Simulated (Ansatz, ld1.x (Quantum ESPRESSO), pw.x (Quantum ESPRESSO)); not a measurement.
## From atom to crystal: RRKJ potential for Sc

Sc (Z = 21), norm-conserving RRKJ (Kleinman–Bylander form), made with ld1.x (Quantum ESPRESSO) 7.5 (PBE, scalar-relativistic). Core [Ar], reference 3d1 4s1 4p0 (charge +1). Waves: 4p (bound, empty): rc 3.60 bohr; 3d (bound): rc 1.70 bohr; 4s (bound): rc 3.10 bohr. Local part: the s channel. Core correction: Bessel-smoothed model core inside 1.30 bohr.

Atomic tests: cutoffs needed: 50 Ry and 55 Ry (the cutoffs (Ry, on a coarse ladder) from which the occupation-weighted sum of valence levels, in a spherical-Bessel basis at the reference potential, stays within 10 and 1 mRy of its value at 400 Ry); ghost test: no extra level below or beside the all-electron valence levels (p, d, s, f tested) (spherical-Bessel basis up to 400 Ry, 20 bohr box); largest excitation error: -515 meV (all-electron minus pseudo) for 3d0 4s2 4p1, out of 7 test configurations.

Crystal test: bcc Sc in pw.x 7.5, no spin, 13³ k-points, Fermi–Dirac smearing 0.01 Ry, cutoffs 70/280 Ry. The reference is all-electron LAPW (Ansatz 0.2.0) with the same functional, mesh and smearing; V0 and B0 come from Birch–Murnaghan fits to the pressures at five volumes. Errors are pseudo minus all-electron; Δ is the rms difference of the E(V) curves that follow from these fits, minima aligned, over ±6 % about the mean V0. Mesh and smearing are coarse, so the numbers serve the comparison and aren't converged zero-temperature values; the lattice is a test structure that the element need not adopt.

All-electron: a0 = 3.685 Å (V0 = 25.02 Å³/atom), B0 = 52.2 GPa.

Task: How far does the potential miss the all-electron equation of state?

Result: mean pressure error (GPa): +1.67; a0 (Å): 3.721; a0 error (%): +0.98; B0 error (%): +2.6; Δ (meV/atom): 8.6. The largest radius (3.60 bohr) exceeds half the bond length (3.01 bohr), so the spheres overlap, which is one possible source of error among others. This is a poor potential for the solid.

```tsv
V (Å³/atom)	P all-electron (GPa)	P pseudo (GPa)
23.762	2.92	4.97
24.388	1.38	3.22
25.013	0.01	1.65
25.638	-1.23	0.25
26.264	-2.35	-1.01
```

Task: At the middle volume, how do free energy and pressure move when the wave cutoff is lowered (ecutrho kept at four times it)?

Result:

```
cutoff (Ry)  shift of F (meV/atom)  shift of P (GPa)
         32                +1634.9            -26.42
         42                 +297.7            -10.30
         56                   +5.4             -0.50
```

Input at the middle volume:

```
&control
  calculation='scf', prefix='x', pseudo_dir='./', outdir='./tmp', tstress=.true., disk_io='low'
/
&system
  ibrav=0, nat=1, ntyp=1, ecutwfc=70, ecutrho=280, nbnd=8,
  occupations='smearing', smearing='fd', degauss=0.01
/
&electrons
  conv_thr=1e-09, mixing_beta=0.4, electron_maxstep=70
/
ATOMIC_SPECIES
Sc 1.0 Sc.UPF
CELL_PARAMETERS angstrom
  -1.84233498 1.84233498 1.84233498
  1.84233498 -1.84233498 1.84233498
  1.84233498 1.84233498 -1.84233498
ATOMIC_POSITIONS crystal
Sc 0.0000 0.0000 0.0000
K_POINTS automatic
13 13 13 0 0 0
```

```bash
pw.x < Sc.scf.in > Sc.scf.out
```

Lines of the output:

```
Message from routine setup:
     using ibrav=0 with symmetry is DISCOURAGED, use correct ibrav instead
     lattice parameter (alat)  =       6.0301  a.u.
     unit-cell volume          =     168.7961 (a.u.)^3
     number of electrons       =         3.00
     number of Kohn-Sham states=            8
     kinetic-energy cutoff     =      70.0000  Ry
     charge density cutoff     =     280.0000  Ry
     scf convergence threshold =      1.0E-09
     Exchange-correlation= PBE
     number of k points=    84  Fermi-Dirac smearing, width (Ry)=  0.0100
     iteration #  1     ecut=    70.00 Ry     beta= 0.40
     total energy              =     -19.07804447 Ry
     estimated scf accuracy    <       0.20629598 Ry
     iteration #  2     ecut=    70.00 Ry     beta= 0.40
     total energy              =     -19.06856366 Ry
     estimated scf accuracy    <       0.03198632 Ry
     iteration #  3     ecut=    70.00 Ry     beta= 0.40
     total energy              =     -19.07692391 Ry
     estimated scf accuracy    <       0.00300316 Ry
     iteration #  4     ecut=    70.00 Ry     beta= 0.40
     total energy              =     -19.07721240 Ry
     estimated scf accuracy    <       0.00662660 Ry
     iteration #  5     ecut=    70.00 Ry     beta= 0.40
     total energy              =     -19.07800238 Ry
     estimated scf accuracy    <       0.00016425 Ry
     iteration #  6     ecut=    70.00 Ry     beta= 0.40
     c_bands:  1 eigenvalues not converged
     total energy              =     -19.07804286 Ry
     estimated scf accuracy    <       0.00000038 Ry
     iteration #  7     ecut=    70.00 Ry     beta= 0.40
     total energy              =     -19.07804362 Ry
     estimated scf accuracy    <       0.00000003 Ry
     iteration #  8     ecut=    70.00 Ry     beta= 0.40
     total energy              =     -19.07804351 Ry
     estimated scf accuracy    <       0.00000047 Ry
     iteration #  9     ecut=    70.00 Ry     beta= 0.40
     total energy              =     -19.07804355 Ry
     estimated scf accuracy    <       0.00000002 Ry
     iteration # 10     ecut=    70.00 Ry     beta= 0.40
     total energy              =     -19.07804355 Ry
     estimated scf accuracy    <          3.4E-09 Ry
     iteration # 11     ecut=    70.00 Ry     beta= 0.40
     the Fermi energy is     5.0769 ev
!    total energy              =     -19.07804355 Ry
     estimated scf accuracy    <          1.9E-11 Ry
     smearing contrib. (-TS)   =      -0.01028652 Ry
     The total energy is F=E-TS. E is the sum of the following terms:
     one-electron contribution =       3.30581566 Ry
     hartree contribution      =       0.03597999 Ry
     xc contribution           =     -17.70568643 Ry
     ewald contribution        =      -4.70386625 Ry
     convergence has been achieved in  11 iterations
          total   stress  (Ry/bohr**3)                   (kbar)     P=       16.50
```

The run at the middle volume (84 k-points, 11 iterations) took about 15 s on one core of a shared host (Neoverse-V2, 192 threads, 742 GiB, load 32).
